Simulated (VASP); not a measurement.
# Pd (Im-3m) in VASP: notebook

The runs below take Pd through relaxation of cell and atoms, single point, with PBEsol.

All numbers are computed with VASP 6.6.1; they aren't measurements. Logs are shortened: lines on timing, memory, paths and dates and some standing lists are left out, and cuts for length are marked.

## Step 1: The crystal as given

The structure is cubic, space group Im-3m (No. 229). Conventional cell: a = 3.086 Å, b = 3.086 Å, c = 3.086 Å, α = 90.00°, β = 90.00°, γ = 90.00°. Pd (site symmetry m-3m) has 8 Pd at 2.67 Å as nearest neighbours.

This isn't the form of Pd at room conditions, which is fcc.

## Step 2: Relaxation of cell and atoms, PBEsol

The input, INCAR:

```
  PREC = Accurate
  ENCUT = 600
  EDIFF = 1E-7
  ISMEAR = 0
  SIGMA = 0.1
  LREAL = False
  LASPH = True
  NELM = 100
  ALGO = Normal
  ISIF = 3
  LWAVE = False
  LCHARG = False
  GGA = PS
  IBRION = 2
  NSW = 90
  EDIFFG = -0.005
```

The input, KPOINTS:

```
regular mesh
0
Gamma
  6 6 6
```

The input, POSCAR:

```
Pd
1.0
   -1.5431889800      1.5431889800      1.5431889800
    1.5431889800     -1.5431889800      1.5431889800
    1.5431889800      1.5431889800     -1.5431889800
Pd
1
Direct
    0.0000000000      0.0000000000      0.0000000000
```

Potentials or basis: VASP PAW PBE potentials, release 64 (Pd).

Run with:

```bash
> cat potpaw_PBE.64/Pd/POTCAR > POTCAR
> mpirun -np 1 vasp_std > vasp.out
```

OUTCAR:

```text
PREC = Accurate
   ENCUT = 600
   EDIFF = 1E-7
   ISMEAR = 0
   LREAL = False
   LASPH = True
   NELM = 100
   ISIF = 3
   GGA = PS
   IBRION = 2
   NSW = 90
   EDIFFG = -0.005

 ion  position               nearest neighbor table
   1  0.000  0.000  0.000-

  LATTYP: Found a body centered cubic cell.
 ALAT       =     3.0863779600

  Lattice vectors:

 A1 = (  -1.5431889800,   1.5431889800,   1.5431889800)
 A2 = (   1.5431889800,  -1.5431889800,   1.5431889800)
 A3 = (   1.5431889800,   1.5431889800,  -1.5431889800)

Analysis of symmetry for initial positions (statically):
=====================================================================
 Subroutine PRICEL returns:
 Original cell was already a primitive cell.

 Routine SETGRP: Setting up the symmetry group for a
 body centered cubic supercell.

 Subroutine GETGRP returns: Found 48 space group operations
 (whereof 48 operations were pure point group operations)
 out of a pool of 48 trial point group operations.

The static configuration has the point symmetry O_h .

Analysis of symmetry for dynamics (positions and initial velocities):
=====================================================================
 Subroutine PRICEL returns:
 Original cell was already a primitive cell.

 Routine SETGRP: Setting up the symmetry group for a
 body centered cubic supercell.

 Subroutine GETGRP returns: Found 48 space group operations
 (whereof 48 operations were pure point group operations)
 out of a pool of 48 trial point group operations.

The dynamic configuration has the point symmetry O_h .

 Subroutine INISYM returns: Found 48 space group operations
 (whereof 48 operations are pure point group operations),
 and found     1 'primitive' translations

----------------------------------------------------------------------------------------

                                     Primitive cell

  volume of cell :      14.7000

  direct lattice vectors                    reciprocal lattice vectors
    -1.543188980  1.543188980  1.543188980     0.000000000  0.324004387  0.324004387
     1.543188980 -1.543188980  1.543188980     0.324004387  0.000000000  0.324004387
     1.543188980  1.543188980 -1.543188980     0.324004387  0.324004387  0.000000000

  length of vectors
     2.672881719  2.672881719  2.672881719     0.458211399  0.458211399  0.458211399

  position of ions in fractional coordinates (direct lattice)
     0.000000000  0.000000000  0.000000000

  ion indices of the primitive-cell ions
   primitive index   ion index
                 1           1

----------------------------------------------------------------------------------------

 KPOINTS: regular mesh

Automatic generation of k-mesh.
 Grid dimensions read from file:
 generate k-points for:    6    6    6

 Generating k-lattice:

  Cartesian coordinates                     Fractional coordinates (reciprocal lattice)
     0.000000000  0.054000731  0.054000731     0.166666667  0.000000000  0.000000000
     0.054000731  0.000000000  0.054000731     0.000000000  0.166666667  0.000000000
     0.054000731  0.054000731  0.000000000     0.000000000  0.000000000  0.166666667

  Length of vectors
     0.076368566  0.076368566  0.076368566

  Shift w.r.t. Gamma in fractional coordinates (k-lattice)
     0.000000000  0.000000000  0.000000000

 Subroutine IBZKPT returns following result:
 ===========================================

 Found     16 irreducible k-points:

 Following reciprocal coordinates:
            Coordinates               Weight
  0.000000  0.000000  0.000000      1.000000
  0.166667  0.000000  0.000000     12.000000
  0.333333  0.000000  0.000000     12.000000
  0.500000  0.000000  0.000000      6.000000
  0.166667  0.166667  0.000000     24.000000
  0.333333  0.166667  0.000000     48.000000
[... 8 lines left out ...]
  0.500000  0.500000  0.333333     12.000000
  0.500000  0.500000  0.500000      1.000000
   k-points           NKPTS =     16   k-points in BZ     NKDIM =     16   number of bands    NBANDS=      9
   number of dos      NEDOS =    301   number of ions     NIONS =      1
   total plane-waves  NPLWV =  13824
   dimension x,y,z NGX =    24 NGY =   24 NGZ =   24
   dimension x,y,z NGXF=    48 NGYF=   48 NGZF=   48
   ions per type =               1
   NGX,Y,Z   is equivalent  to a cutoff of  14.93, 14.93, 14.93 a.u.
   NGXF,Y,Z  is equivalent  to a cutoff of  29.85, 29.85, 29.85 a.u.
 SYSTEM =  unknown system
   PREC   = accura    normal or accurate (medium, high low for compatibility)
   ISTART =      0    job   : 0-new  1-cont  2-samecut
   ICHARG =      2    charge: 1-file 2-atom 10-const
   ISPIN  =      1    spin polarized calculation?
   LNONCOLLINEAR =      F non collinear calculations
   LSORBIT =      F    spin-orbit coupling
   LASPH  =      T    aspherical Exc in radial PAW
   ENCUT  =  600.0 eV  44.10 Ry    6.64 a.u.   5.34  5.34  5.34*2*pi/ulx,y,z
   NELM   =    100;   NELMIN=  2; NELMDL= -5     # of ELM steps
   EDIFF  = 0.1E-06   stopping-criterion for ELM
   LREAL  =      F    real-space projection
   EDIFFG = -.5E-02   stopping-criterion for IOM
   NSW    =     90    number of steps for IOM
   IBRION =      2    ionic relax: 0-MD 1-quasi-New 2-CG
   NFREE  =      1    steps in history (QN), initial steepest desc. (CG)
   ISIF   =      3    stress and relaxation
   ISYM   =      2    0-nonsym 1-usesym 2-fastsym
   POTIM  = 0.5000    time-step for ionic-motion
   TEBEG  =    0.0;   TEEND  =   0.0 temperature during run
   PSTRESS=    0.0 pullay stress
   NELECT =      10.0000    total number of electrons
   NUPDOWN=      -1.0000    fix difference up-down
   EMIN   =  10.00;   EMAX   =-10.00  energy-range for DOS
   EFERMI =   0.00;   METHOD = LEGACY
   ISMEAR =     0;   SIGMA  =   0.10  broadening in eV -4-tet -1-fermi 0-gaus
   EFERMI_NEDOS =   21; number of points for ismear=-14 and -15
   IALGO  =     38    algorithm
   IMIX   =      4    mixing-type and parameters
     AMIX     =   0.40;   BMIX     =  1.00
     AMIX_MAG =   1.60;   BMIX_MAG =  1.00
  volume/ion in A,a.u.               =      14.70        99.20
  Fermi-wavevector in a.u.,A,eV,Ry     =   1.439801  2.720829 28.205233  2.073026
  Thomas-Fermi vector in A             =   2.558616
   LORBIT       =      0    0 simple, 1 ext, 2 COOP (PROOUT), +10 PAW based schemes
   GGA     = PS    functional components
   LHFCALC =     F    Hartree Fock is set to
   AEXX    =    0.0000 exact exchange contribution
   IVDW    =     0    specifies the selected vdW correction
   LEPSILON=     F    determine dielectric tensor
   LRPA    =     F    only Hartree local field effects (RPA)
 conjugate gradient relaxation of ions
 non-spin polarized calculation
 Gauss-broadening in eV      SIGMA  =   0.10
  energy-cutoff  :      600.00
  volume of cell :       14.70
 maximum number of plane-waves:       500
 NGX is ok and might be reduce to    24
   NGX = 11   NGY = 11   NGZ = 11

--------------------------------------- Ionic step        1  -------------------------------------------

 number of electron      10.0000000 magnetization

 number of electron       9.9999998 magnetization

 Free energy of the ion-electron system (eV)
  ---------------------------------------------------
  ext. energy  EPLUGINS =         0.00000000
  ---------------------------------------------------
  free energy    TOTEN  =        -5.92596702 eV

  energy without entropy =       -5.92102420  energy(sigma->0) =       -5.92349561

------------------------ aborting loop because EDIFF is reached ----------------------------------------

  FORCE on cell =-STRESS in cart. coord.  units (eV):
  Direction    XX          YY          ZZ          XY          YZ          ZX
  --------------------------------------------------------------------------------------
  -------------------------------------------------------------------------------------
  Total       -0.1345349     -0.1345349     -0.1345349      0.0000000      0.0000000      0.0000000
  in kB      -14.6631792    -14.6631792    -14.6631792      0.0000000      0.0000000      0.0000000
  external PRESSURE =     -14.6631792 kB  Pullay stress =       0.0000000 kB

 VOLUME and BASIS-vectors are now :
 -----------------------------------------------------------------------------
  energy-cutoff  :      600.00
  volume of cell :       14.70
      direct lattice vectors                 reciprocal lattice vectors
    -1.543188980  1.543188980  1.543188980     0.000000000  0.324004387  0.324004387
     1.543188980 -1.543188980  1.543188980     0.324004387  0.000000000  0.324004387
     1.543188980  1.543188980 -1.543188980     0.324004387  0.324004387  0.000000000
[... 36 lines left out ...]
 POSITION                                       TOTAL-FORCE (eV/Angst)
 -----------------------------------------------------------------------------------
      0.00000      0.00000     -0.00000         0.000000     -0.000000      0.000000
 -----------------------------------------------------------------------------------
    total drift:                                0.000000      0.000000     -0.000000

  FREE ENERGIE OF THE ION-ELECTRON SYSTEM (eV)
  ---------------------------------------------------
  free  energy   TOTEN  =        -5.9250841034 eV

  energy  without entropy=       -5.9206193726  energy(sigma->0) =       -5.92285174

--------------------------------------- Ionic step        3  -------------------------------------------

 number of electron       9.9999998 magnetization

 Free energy of the ion-electron system (eV)
  ---------------------------------------------------
  ext. energy  EPLUGINS =         0.00000000
  ---------------------------------------------------
  free energy    TOTEN  =        -5.92647044 eV

  energy without entropy =       -5.92171338  energy(sigma->0) =       -5.92409191

 E-fermi :   9.5206     XC(G=0): -13.4461

 val. band max:        9.3939115818   @ k =   0.1667   0.1667   0.0000
 cond. band min:       9.6018727619   @ k =  -0.3333   0.5000   0.1667
 fundamental gap:      0.2079611801
 Fermi energy:         9.5206150287

 k-point     1 :       0.0000    0.0000    0.0000
  band No.  band energies     occupation
      1       2.4870      2.00000
      2       6.7514      2.00000
      3       6.7514      2.00000
      4       6.7514      2.00000
      5       8.8072      2.00000
      6       8.8072      2.00000
      7      29.1508      0.00000
      8      29.1508      0.00000
      9      29.1508      0.00000

 k-point     2 :       0.1667    0.0000    0.0000
  band No.  band energies     occupation
      1       3.4802      2.00000
      2       6.4150      2.00000
      3       6.7645      2.00000
      4       7.5005      2.00000
      5       8.5145      2.00000
      6       8.8399      2.00000
      7      27.9377      0.00000
      8      28.8296      0.00000
      9      30.3999      0.00000
[... 188 lines left out ...]
 POSITION                                       TOTAL-FORCE (eV/Angst)
 -----------------------------------------------------------------------------------
      0.00000      0.00000     -0.00000         0.000000     -0.000000      0.000000
 -----------------------------------------------------------------------------------
    total drift:                               -0.000000      0.000000     -0.000000

  FREE ENERGIE OF THE ION-ELECTRON SYSTEM (eV)
  ---------------------------------------------------
  free  energy   TOTEN  =        -5.9264704416 eV

  energy  without entropy=       -5.9217133760  energy(sigma->0) =       -5.92409191

 reached required accuracy - stopping structural energy minimisation
```

Wall time 4.3 s (1 thread of Intel Xeon 6975P-C (Granite Rapids), shared host); peak memory 0.14 GiB.

What came out:

```yaml
Free_energy: -5.9265 eV
Relaxed_volume: 14.59 Å³/atom
Relaxed_cell: a = 2.666 Å, b = 2.666 Å, c = 2.666 Å, α = 109.47°, β = 109.47°, γ = 109.47°
Space_group_after_relaxing_to_0.05_Å: Im-3m (No. 229)
Energy_gained_by_relaxing: 0.5 meV/atom
Ionic_steps: 3
Pressure_after_relaxing: 0.0 GPa
Band_gap_on_the_k_mesh: none (metal or under the smearing width)
```

Step by step:
| step | energy change (eV) | largest force (eV/Å) | pressure (GPa) | volume (Å³) |
| --- | --- | --- | --- | --- |
| 1 | 0.0000 | 0.0000 | -1.47 | 14.70 |
| 2 | 0.0009 | 0.0000 | 2.57 | 14.42 |
| 3 | -0.0005 | 0.0000 | 0.00 | 14.59 |

Final structure:
```
CELL_PARAMETERS angstrom
-1.53939 1.53939 1.53939
1.53939 -1.53939 1.53939
1.53939 1.53939 -1.53939
ATOMIC_POSITIONS crystal
Pd 0.00000 0.00000 0.00000
```

Caveat: the k mesh is coarse (spacing up to 0.48 Å⁻¹), so the values aren't converged; the PAW data sets were made with another functional, which shifts forces and pressure a little.

## Step 3: Single point, PBEsol

The input, INCAR:

```
  ALGO = Normal
  EDIFF = 1E-6
  ENCUT = 520
  GGA = PS
  ISIF = 2
  ISMEAR = 0
  LASPH = True
  LCHARG = False
  LREAL = False
  LWAVE = False
  NBANDS = 11
  NELM = 100
  PREC = Accurate
  SIGMA = 0.1
```

The input, KPOINTS:

```
k-points
0
Gamma
  18 18 18
```

POSCAR is that of step 2.

Potentials or basis: VASP PAW PBE potentials, release 64 (Pd).

Run with:

```bash
> cat potpaw_PBE.64/Pd/POTCAR > POTCAR
> mpirun -np 1 vasp_std > vasp.out
```

OUTCAR:

```text
EDIFF = 1E-6
   ENCUT = 520
   GGA = PS
   ISIF = 2
   ISMEAR = 0
   LASPH = True
   LREAL = False
   NELM = 100
   PREC = Accurate

 ion  position               nearest neighbor table
   1  0.000  0.000  0.000-

  LATTYP: Found a body centered cubic cell.
 ALAT       =     3.0863779600

  Lattice vectors:

 A1 = (  -1.5431889800,   1.5431889800,   1.5431889800)
 A2 = (   1.5431889800,  -1.5431889800,   1.5431889800)
 A3 = (   1.5431889800,   1.5431889800,  -1.5431889800)

Analysis of symmetry for initial positions (statically):
=====================================================================
 Subroutine PRICEL returns:
 Original cell was already a primitive cell.

 Routine SETGRP: Setting up the symmetry group for a
 body centered cubic supercell.

 Subroutine GETGRP returns: Found 48 space group operations
 (whereof 48 operations were pure point group operations)
 out of a pool of 48 trial point group operations.

The static configuration has the point symmetry O_h .

[... 158 lines left out ...]

  energy without entropy =       -5.90659741  energy(sigma->0) =       -5.90956332

 E-fermi :   9.6779     XC(G=0): -13.3962

 val. band max:        9.6631766560   @ k =  -0.4444  -0.4444   0.3333
 cond. band min:       9.6858415971   @ k =   0.5000   0.5000   0.4444
 fundamental gap:      0.0226649411
 Fermi energy:         9.6779490948

 k-point     1 :       0.0000    0.0000    0.0000
  band No.  band energies     occupation
      1       2.4190      2.00000
      2       6.6814      2.00000
      3       6.6814      2.00000
      4       6.6814      2.00000
      5       8.7162      2.00000
      6       8.7162      2.00000
      7      29.0075      0.00000
      8      29.0075      0.00000
      9      29.0075      0.00000
     10      35.9461      0.00000
     11      37.6383      0.00000
[... 309 lines left out ...]
 k-point    24 :       0.3889    0.1111    0.0000
  band No.  band energies     occupation
      1       4.5837      2.00000
      2       5.5771      2.00000
      3       8.2291      2.00000
      4       8.6044      2.00000
      5       9.4175      1.99977
      6      12.1051      0.00000
      7      18.3390      0.00000
      8      24.3697      0.00000
      9      26.8150      0.00000
     10      33.7764      0.00000
     11      35.8366      0.00000

 [... further k-points ...]
[... 5 lines left out ...]
  --------------------------------------------------------------------------------------
  -------------------------------------------------------------------------------------
  Total       -0.0830245     -0.0830245     -0.0830245      0.0000000      0.0000000     -0.0000000
  in kB       -9.0489793     -9.0489793     -9.0489793      0.0000000      0.0000000     -0.0000000
  external PRESSURE =      -9.0489793 kB  Pullay stress =       0.0000000 kB

 VOLUME and BASIS-vectors are now :
 -----------------------------------------------------------------------------
  energy-cutoff  :      520.00
  volume of cell :       14.70
      direct lattice vectors                 reciprocal lattice vectors
    -1.543188980  1.543188980  1.543188980     0.000000000  0.324004387  0.324004387
     1.543188980 -1.543188980  1.543188980     0.324004387  0.000000000  0.324004387
     1.543188980  1.543188980 -1.543188980     0.324004387  0.324004387  0.000000000

 POSITION                                       TOTAL-FORCE (eV/Angst)
 -----------------------------------------------------------------------------------
      0.00000      0.00000      0.00000        -0.000000     -0.000000     -0.000000
 -----------------------------------------------------------------------------------
    total drift:                                0.000000      0.000000      0.000000

  FREE ENERGIE OF THE ION-ELECTRON SYSTEM (eV)
  ---------------------------------------------------
  free  energy   TOTEN  =        -5.9125292197 eV

  energy  without entropy=       -5.9065974143  energy(sigma->0) =       -5.90956332
```

stdout:

```text
POSCAR found type information on POSCAR Pd
 POSCAR found :  1 types and       1 ions
 scaLAPACK will be used
 -----------------------------------------------------------------------------
|                                                                             |
|                                                                             |
|     You enforced a specific xc type in the INCAR file but a different       |
|     I HOPE YOU KNOW WHAT YOU ARE DOING!                                     |
|                                                                             |
 -----------------------------------------------------------------------------

 LDA part: xc-table for (Slater+PW92), standard interpolation
 POSCAR, INCAR and KPOINTS ok, starting setup
 FFT: planning ... GRIDC
 FFT: planning ... GRID_SOFT
 FFT: planning ... GRID
 WAVECAR not read
 entering main loop
```

Run time: 9.1 s. Hardware: 1 thread of Intel Xeon 6975P-C (Granite Rapids), shared host; peak memory 0.15 GiB.

What came out:

```yaml
Free_energy: -5.9125 eV
Pressure: -0.9 GPa
Band_gap_on_the_k_mesh: none (metal or under the smearing width)
```

Caveat: the PAW data sets were made with another functional, which shifts forces and pressure a little.
